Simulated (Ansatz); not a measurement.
SnO2 (Cassiterite):

```
CELL_PARAMETERS angstrom
4.73800 0.00000 0.00000
0.00000 4.73800 0.00000
0.00000 0.00000 3.18650
ATOMIC_POSITIONS crystal
Sn 0.50000 0.50000 0.50000
Sn 0.00000 0.00000 0.00000
O 0.80710 0.19290 0.50000
O 0.69290 0.69290 0.00000
O 0.19290 0.80710 0.50000
O 0.30710 0.30710 0.00000
```

```yaml
Program: Ansatz 0.2.0
Task: relaxation of cell and atoms
Functional: PBEsol
Potentials_or_basis: Ansatz PAW
Cutoff: "420 eV (not typed: the program's choice for these potentials)"
k_mesh: 6 × 6 × 8
Occupations: fermi-dirac, width 0.05 eV
Spin: no spin polarisation
```

At the start: volume 11.92 Å³/atom.

**Question.** Where does the relaxation end?

**Answer.** It ends after 8 steps and the volume is 12.18 Å³/atom (+2.1 %); space group P4_2/mnm (No. 136, to 0.05 Å).

Step by step:
| step | energy change (eV) | largest force (eV/Å) | volume (Å³) |
| --- | --- | --- | --- |
| 1 | 0.0000 | 0.2103 | 71.53 |
| 2 | -0.0150 | 0.0148 | 73.01 |
| 3 | -0.0153 | 0.0402 | 73.04 |
| 4 | -0.0156 | 0.0150 | 73.01 |
| 5 | -0.0157 | 0.0001 | 72.99 |
| 6 | -0.0244 | 0.0002 | 72.99 |
| 7 | -0.0241 | 0.0000 | 73.05 |
| 8 | -0.0244 | 0.0001 | 73.05 |

Final structure:
```
Sn O
1.0
     4.76900    0.00000    0.00000
     0.00000    4.76900    0.00000
     0.00000    0.00000    3.21207
Sn O
2 4
Direct
  0.50000 0.50000 0.50000
  0.00000 0.00000 0.00000
  0.80628 0.19372 0.50000
  0.69372 0.69372 0.00000
  0.19372 0.80628 0.50000
  0.30628 0.30628 0.00000
```

Caveat: the plane-wave basis is chosen anew once the cell has moved, so the energies of steps on either side of that aren't comparable; the pressure holds a Pulay correction of +0.9 GPa for the finite cutoff; the PAW data sets come from PBE, with cores solved anew for the run's functional, which leaves a small shift of forces and pressure.
